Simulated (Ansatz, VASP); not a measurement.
Two plane-wave programs on SiC

```
Si C
1.0
     0.00000    2.12455    2.12455
     2.12455    0.00000    2.12455
     2.14750    2.14750   -0.02295
Si C
1 1
Direct
  0.00000 0.00000 0.00000
  0.75000 0.75000 0.75000
```

Alike in both runs: task single point; functional PBE; k mesh 12 × 12 × 12; occupations gaussian, width 0.05 eV; no spin polarisation.

|  | VASP | Ansatz |
| --- | --- | --- |
| version | VASP 6.6.1 | Ansatz 0.2.0 |
| potentials or method | VASP PAW PBE potentials, release 64 (Si, C) | scalar-relativistic, plane waves, PAW |
| plane-wave cutoff (eV) | 520 | 520 |
| valence electrons in the cell | 8 | 8 |

```tsv
	VASP	Ansatz	Ansatz less VASP
gap on the k mesh at the Fermi level (eV)	1.26	1.26	+0.004
least direct gap on the mesh (eV)	4.51	4.51	+0.006
pressure (GPa)	18.4	18.5	+0.10
largest component of the traceless stress (GPa)	3.41	3.40	-0.012
rms of the force components (eV/Å)	0.118	0.118	+0.0004
```

Atom by atom the forces differ by 0.000 eV/Å (rms over components).

Caveats: so large a pressure means that the cell lies far from this level's equilibrium, or that cutoff or potentials fall short (VASP). A k mesh can miss the band edges.
